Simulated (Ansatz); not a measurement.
Bi: equation of state with PBE0

Crystal: Bi.

```
Bi
1.0
     3.48860   -3.13258    0.00000
     3.48860    3.13258    0.00000
    -1.26023    0.00000    3.11355
Bi
2
Direct
  0.75306 0.75306 0.85738
  0.24694 0.24694 0.14262
```

This isn't the form of Bi at room conditions, which is rhombohedral.

```
Program             : Ansatz 0.2.0
Task                : equation of state
Functional          : PBE0
Potentials or basis : Ansatz PAW
Cutoff              : 420 eV
Density cutoff      : 1680 eV
k mesh              : 4 × 4 × 6
Occupations         : fermi-dirac, width 0.05 eV
Spin                : no spin polarisation
```

The equilibrium volume is 32.85 Å³/atom, the bulk modulus at fixed shape and positions is 53 GPa and the pressure derivative of the bulk modulus is 4.0 (rough: it moves with the points fitted).

Energy against volume, from the lowest point:
```csv
volume (Å³/atom),energy (meV/atom)
31.984,3.36
32.665,0.00
33.345,0.37
34.026,6.08
34.706,15.56
35.387,28.38
36.067,44.42
```

All runs of the series together: 3.9 min on 2 threads of AMD EPYC 7R13 Processor (Zen 3), on a shared host.

Caveat: the cell was scaled at fixed shape and fractional positions, which overstates the stiffness of a crystal with free parameters, most of all of layers and chains; the PAW data sets were made with another functional, which shifts forces and pressure a little.
